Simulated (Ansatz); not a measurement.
The system is Bi.

```
CELL_PARAMETERS angstrom
3.23838 0.00000 0.00000
0.00000 3.22164 0.00000
-0.08045 0.00000 6.44389
ATOMIC_POSITIONS crystal
Bi 0.54425 0.00000 0.74958
Bi 0.45575 0.00000 0.25042
```

This isn't the form of Bi at room conditions, which is rhombohedral.

```yaml
Program: Ansatz 0.2.0
Task: relaxation of cell and atoms
Functional: PBEsol
Dispersion: D3(BJ)
Potentials_or_basis: Ansatz PAW
Cutoff: "420 eV (not typed: the program's choice for these potentials)"
k_mesh: 8 × 8 × 4
Occupations: fermi-dirac, width 0.05 eV
Spin: no spin polarisation
```

At the start: volume 33.61 Å³/atom.

Task: Where does the relaxation end?

Result: It ends after 12 steps and the volume is 30.88 Å³/atom (-8.1 %); space group Pmma (No. 51, to 0.05 Å).

Step by step:
```csv
step,energy change (eV),largest force (eV/Å),volume (Å³)
1,0.0000,0.0124,67.23
2,-0.0236,0.0407,61.71
3,-0.0375,0.0191,63.73
4,-0.0411,0.0234,63.53
5,-0.0463,0.0391,63.39
6,-0.0611,0.0219,62.91
7,-0.0796,0.0559,61.87
8,-0.0844,0.0194,61.72
9,-0.0853,0.0081,61.78
10,-0.0845,0.0082,61.78
11,-0.0845,0.0018,61.75
12,-0.0845,0.0019,61.75
```

Final structure:
```
Bi
1.0
     3.27019    0.00000    0.02073
     0.00000    3.19903    0.00000
    -0.03999    0.00000    5.90283
Bi
2
Direct
  0.69237 0.00000 0.74997
  0.30763 0.00000 0.25003
```

Caveat: the plane-wave basis is chosen anew once the cell has moved, so the energies of steps on either side of that aren't comparable; pairwise dispersion overbinds metals, which lowers pressure and volume; the PAW data sets come from PBE, with cores solved anew for the run's functional, which leaves a small shift of forces and pressure.
